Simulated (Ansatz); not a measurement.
Trends among crystals of one structure type (F-43m)

All 4 crystals share space group F-43m (No. 216) and the same kinds of sites, 2 atoms in the primitive cell. They are database entries and needn't be the stable phases. The set is a selection: crystals with unstable modes on a coarse mesh or in a metal were left out. Cells are relaxed by PAW under the functional.

Quantity: harmonic phonons by finite displacements (no LO-TO term; negative means unstable), on a 2×2×2 q mesh. Level: LDA, all-electron LAPW in Ansatz 0.2.0, scalar-relativistic.

```
crystal  cell (conventional)    k mesh  smearing (eV)
   InSb          a = 6.450 Å  10×10×10           0.05
     BP          a = 4.491 Å     8×8×8           none
    AlP          a = 5.434 Å     8×8×8           none
    GaP          a = 5.391 Å     6×6×6           none
```

**Question.** Rank them by lowest at X, lowest first.
A. BP
B. AlP
C. InSb
D. GaP

**Answer.** C (37.6 cm⁻¹), D (102 cm⁻¹), B (138 cm⁻¹), A (311 cm⁻¹).

All values:

| crystal | highest mode (cm⁻¹) | lowest at L (cm⁻¹) | lowest at X (cm⁻¹) | highest at Γ (cm⁻¹) |
| --- | --- | --- | --- | --- |
| InSb | 178 | 31.9 | 37.6 | 178 |
| BP | 821 | 223 | 311 | 821 |
| AlP | 440 | 102 | 138 | 440 |
| GaP | 371 | 78.5 | 102 | 365 |

Limits of these numbers: the gap is closed or tiny at this level, so small that the run used smearing; responses move with mesh and smearing (InSb).
